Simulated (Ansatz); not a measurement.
Crystal: Mg.

```
Mg
1.0
    -1.83599    1.83599    1.67940
     1.83599   -1.83599    1.67940
     1.83599    1.83599   -1.67940
Mg
1
Direct
  0.00000 0.00000 0.00000
```

This isn't the form of Mg at room conditions, which is hcp.

```yaml
Program: Ansatz 0.2.0
Task: relaxation of cell and atoms
Functional: BLYP
Potentials_or_basis: Ansatz PAW
Cutoff: "420 eV (not typed: the program's choice for these potentials)"
k_mesh: 11 × 11 × 11
Occupations: fermi-dirac, width 0.05 eV
Spin: no spin polarisation
```

At the start: volume 22.64 Å³/atom.

Task: Where does the relaxation end?

Result: It ends after 8 steps and the volume is 23.68 Å³/atom (+4.6 %); space group I4/mmm (No. 139, to 0.05 Å).

Step by step:
```tsv
step	energy change (eV)	largest force (eV/Å)	volume (Å³)
1	0.0000	0.0000	22.64
2	-0.0035	0.0000	23.25
3	-0.0054	0.0000	23.70
4	-0.0082	0.0000	23.99
5	-0.0091	0.0000	23.81
6	-0.0093	0.0000	23.62
7	-0.0094	0.0000	23.68
8	-0.0094	0.0000	23.68
```

Final structure:
```
CELL_PARAMETERS angstrom
-1.90421 1.90421 1.63276
1.90421 -1.90421 1.63276
1.90421 1.90421 -1.63276
ATOMIC_POSITIONS crystal
Mg 0.00000 0.00000 0.00000
```

Caveat: the plane-wave basis is chosen anew once the cell has moved, so the energies of steps on either side of that aren't comparable; the PAW data sets come from PBE, with cores solved anew for the run's functional, which leaves a small shift of forces and pressure.
